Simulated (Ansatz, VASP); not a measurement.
**Two plane-wave programs on Sb**

```
Sb
1.0
     3.10573    0.00000    0.00000
     0.00000    3.10573    0.00000
     0.00000    0.00000    3.10573
Sb
1
Direct
  0.00000 0.00000 0.00000
```

Alike in both runs: functional PBE; k mesh 10 × 10 × 10; occupations fermi-dirac, width 0.1 eV; no spin polarisation.

Ansatz relaxed the structure, and its values are those at the end. VASP's run is a single point on that final structure, the one shown.

|  | VASP | Ansatz |
| --- | --- | --- |
| version | VASP 6.6.1 | Ansatz 0.2.0 |
| potentials or method | VASP PAW PBE potentials, release 64 (Sb) | plane waves (420 eV) with PAW, scalar-relativistic |
| plane-wave cutoff (eV) | 520 | 420 |
| valence electrons in the cell | 5 | 15 |

```csv
,VASP,Ansatz,Ansatz less VASP
pressure (GPa),0.0,0.0,+0.02
```

The two sets of potentials don't hold the same shells in valence.

The runs have no spin-orbit coupling, so splittings on Sb are missing.
